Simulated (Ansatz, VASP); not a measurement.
**One calculation of KI, two programs**

```xyz
2
Lattice="0.0000 3.8065 3.2426 3.8065 0.0000 3.2426 3.8065 3.8065 0.0000" Properties=species:S:1:pos:R:3 pbc="T T T"
K     0.0000    0.0000    0.0000
I     3.8065    3.8065    3.2426
```

Change from the starting cell: strain +0.080 along x and y, -0.080 along z, atoms carried along.

Alike in both runs: task single point; functional PBE; k mesh 6 × 6 × 6; occupations gaussian, width 0.05 eV; no spin polarisation.

|  | VASP | Ansatz |
| --- | --- | --- |
| version | VASP 6.6.1 | Ansatz 0.2.0 |
| potentials or method | VASP PAW PBE potentials, release 64 (K_sv, I) | scalar-relativistic, plane waves, PAW |
| plane-wave cutoff (eV) | 520 | 420 |
| valence electrons in the cell | 16 | 26 |

|  | VASP | Ansatz | Ansatz less VASP |
| --- | --- | --- | --- |
| gap on the k mesh at the Fermi level (eV) | 3.77 | 3.78 | +0.005 |
| least direct gap on the mesh (eV) | 3.77 | 3.78 | +0.005 |
| pressure (GPa) | 0.8 | 0.8 | -0.03 |
| largest component of the traceless stress (GPa) | 3.11 | 3.08 | -0.035 |

With one functional, cell and mesh, what is left measures potentials, basis and numerics. The two sets of potentials don't hold the same shells in valence.

Caveats: spin-orbit coupling is left out, which moves the levels of the heavy elements.
